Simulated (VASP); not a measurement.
Crystal: Hf.

```
Hf
1.0
    -1.73251    1.73251    1.73251
     1.73251   -1.73251    1.73251
     1.73251    1.73251   -1.73251
Hf
1
Direct
  0.00000 0.00000 0.00000
```

This isn't the form of Hf at room conditions, which is hcp.

The cell isn't the ideal one: Ti -> Hf on all its sites, in the parent's cell.

| Quantity | Value |
| --- | --- |
| Program | VASP 6.6.1 |
| Task | relaxation of cell and atoms |
| Functional | PBE |
| Potentials or basis | VASP PAW PBE potentials, release 64 (Hf_pv) |
| Cutoff | 600 eV |
| k mesh | 18 × 18 × 18 |
| Occupations | gaussian, width 0.1 eV |
| Spin | no spin polarisation |

At the start: pressure 7.4 GPa; volume 20.80 Å³/atom.

Question: Where does the relaxation end?

Answer: Over 4 steps the energy falls by 31.4 meV/atom and the volume is 22.20 Å³/atom (+6.7 %); space group Im-3m (No. 229, to 0.05 Å).

The path:
```tsv
step	energy change (eV)	largest force (eV/Å)	pressure (GPa)	volume (Å³)
1	0.0000	0.0000	7.44	20.80
2	0.0030	0.0000	-6.42	23.85
3	-0.0314	0.0000	-0.08	22.23
4	-0.0314	0.0000	0.06	22.20
```

Final structure:
```yaml
crystal:
  lattice:
    - [-1.77064, 1.77064, 1.77064]
    - [1.77064, -1.77064, 1.77064]
    - [1.77064, 1.77064, -1.77064]
  atoms:
    - { symbol: Hf, position: [0.00000, 0.00000, 0.00000] }
```
